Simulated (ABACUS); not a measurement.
The system is Ti.

```
Ti
1.0
     0.00000    2.03000    2.03000
     2.03000    0.00000    2.03000
     2.03000    2.03000    0.00000
Ti
1
Direct
  0.00000 0.00000 0.00000
```

This isn't the form of Ti at room conditions, which is hcp.

* Program: ABACUS 3.10.1
* Task: single point
* Functional: PBEsol
* Potentials or basis: PseudoDojo NC SR 0.4.1 PBEsol standard
* Cutoff: 1143 eV
* Density cutoff: 4572 eV
* Basis: plane waves
* k mesh: 11 × 11 × 11
* Occupations: fermi-dirac, width 0.05 eV
* Spin: no spin polarisation

On this cell: pressure -0.5 GPa; band gap on the k mesh none (metal or under the smearing width).

The same run follows on a disturbed copy (cell strained at random at fixed volume):

```xyz
1
Lattice="0.0218 1.9987 2.0313 2.0065 0.0030 2.0501 2.0395 2.0505 -0.0301" Properties=species:S:1:pos:R:3 pbc="T T T"
Ti    0.0208   -0.0177   -0.0242
```

Q: What changes?

A: The energy (extrapolated to zero smearing) moves by +5.7 meV/atom; pressure -0.4 GPa; band gap on the k mesh none (metal or under the smearing width).

Stress tensor (GPa, compression positive):
```
 0.20 -1.80  0.17
-1.80 -0.05  1.48
 0.17  1.48 -1.22
```
